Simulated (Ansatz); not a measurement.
**Relaxing K**

Level of theory: DFT PBE+D3(BJ), scalar-relativistic, plane waves, PAW (Ansatz 0.2.0). Settings: 420 eV cutoff, 14×14×14 k-mesh, Gaussian smearing of 0.10 eV, no spin polarisation.

What was changed: relaxed at 10 GPa.

Other phases may be more stable at this pressure.

Input:

```yaml
crystal:
  lattice:
    - [0.0, 2.6891929303, 2.6891929303]
    - [2.6891929303, 0.0, 2.6891929303]
    - [2.6891929303, 2.6891929303, 0.0]
  atoms:
    - { symbol: K, position: [0.0, 0.0, 0.0] }
basis:
  ecutwfc: 420
kpoints:
  mp_grid: { grid: [14, 14, 14] }
hamiltonian:
  xc: pbe
  dispersion: d3bj
scf:
  occupations: { method: gaussian, width: 0.1 }
output:
  forces: true
  stress: true
  eigenvalues: true
relax:
  adjacent_minimum: "off"
  f_tol: 0.008
  max_steps: 50
  cell: { stress_tol: 0.08, p_target: 10.0 }
```

F is the free energy. Steps run on the plane waves of an earlier cell, but the last one, and at times one on the way, on a freshly chosen basis, so a repeated geometry can differ a little in energy. The relaxation lowers the enthalpy F + PV at the target pressure, so F itself can rise.

Steps:

```json
{"step": "1", "F − F(1) (eV)": "0.0000", "largest force component (eV/Å)": "0.000", "V (Å³/atom)": "38.895", "P (GPa)": "6.66"}
{"step": "2", "F − F(1) (eV)": "0.1500", "largest force component (eV/Å)": "0.000", "V (Å³/atom)": "35.766", "P (GPa)": "8.80"}
{"step": "3", "F − F(1) (eV)": "0.2403", "largest force component (eV/Å)": "0.000", "V (Å³/atom)": "34.228", "P (GPa)": "10.04"}
{"step": "4", "F − F(1) (eV)": "0.2404", "largest force component (eV/Å)": "0.000", "V (Å³/atom)": "34.228", "P (GPa)": "10.04"}
```

Relaxed structure:

```
CELL_PARAMETERS angstrom
0.00000 2.57703 2.57703
2.57703 0.00000 2.57703
2.57703 2.57703 0.00000
ATOMIC_POSITIONS crystal
K 0.00000 0.00000 0.00000
```

It takes space group Fm-3m (No. 225, cubic). The conventional cell has a = 5.154 Å, b = 5.154 Å, c = 5.154 Å, α = 90.00°, β = 90.00°, γ = 90.00°. K (site symmetry m-3m) has 12 K at 3.64 Å as nearest neighbours.

The run converged. The run took about 15 core-seconds.